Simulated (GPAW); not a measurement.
Input of a GPAW 26.7.0 run:

The input run.py:

```python
import numpy as np
from ase.dft.bandgap import bandgap
from ase.io import read, write
from ase.units import Bohr, GPa
from gpaw import GPAW, PW, setup_paths
from gpaw.elf import elf_from_dft_calculation
from gpaw.spinorbit import soc_eigenstates

setup_paths.insert(0, '.')

atoms = read('POSCAR')

calc = GPAW(mode=PW(600),
            xc='PBEsol',
            kpts={'size': (6, 6, 6), 'gamma': True},
            occupations={'name': 'fermi-dirac', 'width': 0.05},
            nbands=18,
            convergence={'density': 1e-05, 'energy': 1e-05},
            maxiter=150,
            txt='gpaw.txt')
atoms.calc = calc
energy = atoms.get_potential_energy()
forces = atoms.get_forces()
stress = atoms.get_stress()
calc.write('gs.gpw')
write('result.traj', atoms)
print(f'Energy: {energy:.6f} eV')
print('Forces (eV/A):')
print(forces.round(4))
print('Stress (GPa):', (stress / GPa).round(3))
print('Fermi level:', round(calc.get_fermi_level(), 4), 'eV')
print(f'Gap: {bandgap(calc)[0]:.4f} eV, direct: {bandgap(calc, direct=True)[0]:.4f} eV')

# fields on the real-space grid
write('density.cube', atoms, data=calc.get_pseudo_density() * Bohr**3)
write('potential.cube', atoms, data=calc.get_electrostatic_potential())
write('elf.cube', atoms, data=elf_from_dft_calculation(calc).data)

path = atoms.cell.bandpath('GXWKGLUWLK,UX', npoints=60, eps=1e-4)
bs_calc = calc.fixed_density(kpts=path, symmetry='off', nbands=30,
                             convergence={'bands': 'CBM+6.0', 'eigenstates': 1e-6}, txt='bands.txt')
bs = bs_calc.band_structure()
bs.write('bs.json')
print(f'Gap on the path: {bandgap(bs_calc)[0]:.4f} eV')

soc = soc_eigenstates(bs_calc, theta=0, phi=0)
np.savetxt('soc_bands.dat', soc.eigenvalues(), fmt='%.4f')
mesh = soc_eigenstates('gs.gpw', theta=0, phi=0)
np.savetxt('soc_mesh.dat', mesh.eigenvalues(), fmt='%.4f')
print('Fermi level with spin-orbit coupling:', round(mesh.fermi_level, 4), 'eV')
```

POSCAR

```
InAs
1.0
    0.0000000000      3.0180000000      3.0180000000
    3.0180000000      0.0000000000      3.0180000000
    3.0180000000      3.0180000000      0.0000000000
In As
1 1
Direct
    0.0000000000      0.0000000000      0.0000000000
    0.7500000000      0.7500000000      0.7500000000
```

Potentials or basis: PAW data sets generated in the run's folder for this functional, pw.

Launch:

```console
$ gpaw-setup -f PBEsol As In
$ OMP_NUM_THREADS=1 python run.py
```

Question: Predict the pressure.

Answer: 1.4 GPa.

Question: What does it give for the band gap along the path?

Answer: None (metal or under the smearing width).

Levels at the corners of the path, in eV from the Fermi level:
```csv
point,band 15,band 16,band 17,band 18,band 19,band 20,band 21,band 22
Γ,-0.37,-0.37,0.00,0.00,0.00,0.00,3.37,3.37
X,-2.51,-2.51,-2.50,-2.50,1.30,1.30,1.87,1.87
W,-3.20,-3.15,-3.09,-3.00,3.96,4.09,4.14,4.16
K,-3.49,-3.47,-2.12,-2.12,1.89,1.89,4.07,4.13
Γ,-0.37,-0.37,0.00,0.00,0.00,0.00,3.37,3.37
L,-1.27,-1.27,-1.01,-1.01,0.76,0.76,4.39,4.39
U,-3.49,-3.47,-2.12,-2.12,1.89,1.89,4.07,4.13
W,-3.20,-3.15,-3.09,-3.00,3.96,4.09,4.14,4.16
L,-1.27,-1.27,-1.01,-1.01,0.76,0.76,4.39,4.39
K,-3.49,-3.47,-2.12,-2.12,1.89,1.89,4.07,4.13
U,-3.49,-3.47,-2.12,-2.12,1.89,1.89,4.07,4.13
X,-2.51,-2.51,-2.50,-2.50,1.30,1.30,1.87,1.87
```

Caveat: spin-orbit coupling was added after a scalar SCF, so levels and gaps hold it while energy, forces, pressure and moments don't; this program's spin-orbit splittings come out too wide for heavy elements; this crystal is a semiconductor, whose small gap the functional closes, so the metal is an error of the method.

**What was measured.**

A printed reference work, data compilation reports, for a bulk crystal of InAs at 4.2 K: band gap 0.418 eV (direct).

A measured gap of InAs is 0.418 eV (direct; 4.2 K; a printed reference work, data compilation); the calculated 0.00 eV misses it by -0.42 eV. The value is that of PBEsol, without temperature or zero-point motion. Semilocal functionals fall short of measured gaps as a rule.
